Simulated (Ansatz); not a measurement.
# From formation energies to a reaction energy: Al5As

These are results of DFT PBE, scalar-relativistic, plane waves, PAW (Ansatz 0.2.0), not measurements. All cells share a 420 eV cutoff and Γ-centred k meshes spaced about 0.3 Å⁻¹ or finer (0.25 for metals, 2π included). No spin polarisation.

The zero of energy is the elements' standard structures at the same level; no fitted shifts are applied.

Temperature and zero-point effects are left out. The reference form of As is held partly by dispersion forces, which this level lacks.

A trial structure of Al5As (reached from: a cell proposed by chemical analogy; relaxed: space group Pmm2 (No. 25), a = 3.997 Å, b = 4.034 Å, c = 14.370 Å) has a formation energy of -0.023 eV/atom. At its composition the lowest mixture among the elements and 1 reference phase computed alike (others may be missing) consists of these:

```json
{"phase": "Al (solid)", "source": "element", "ΔE_f (eV/atom)": "0.000"}
{"phase": "AlAs (F-43m)", "source": "COD", "ΔE_f (eV/atom)": "-0.487"}
```

Problem. Write the balanced decomposition and find its energy per atom, per formula unit and per mole of formula units.

Solution. Balancing Al and As gives Al5As → 4 Al + AlAs. The left side holds 6 atoms, and the products take 4/6 (Al) and 2/6 (AlAs) of them. The mixture therefore lies at 4/6 × (0.000) + 2/6 × (-0.487) = -0.162 eV/atom. The reaction energy is -0.162 − (-0.023) = -0.139 eV/atom. Times 6 atoms that is -0.834 eV per Al5As, and times 96.485 it is -80 kJ per mole of Al5As. Decomposition is downhill, so the trial structure is unstable against this mixture.

The trial Al5As is barely bound relative to the elements, yet it lies well above a mixture of aluminium and AlAs. The contrast reflects how well the 1:1 compound suits both elements. In zinc-blende AlAs, the three valence electrons of Al and the five of As exactly fill the bonding states of a polar covalent tetrahedral network. Extra aluminium cannot add to that octet; its electrons must enter metallic states, and the Al-rich cell probably gives up some of the strong directional Al–As bonding without matching the cohesion of pure Al. Separation recovers both favourable environments, in line with the known Al–As system, where AlAs is the only established compound.

Elemental As does not appear in the decomposition, so an error in its reference energy cancels from the reaction energy of -0.139 eV/atom, whereas the sign of the small formation energy, -0.023 eV/atom, is much less secure. Any competing phase left out could only deepen the instability of this structure, though a different atomic arrangement at the same composition could lie lower in energy.
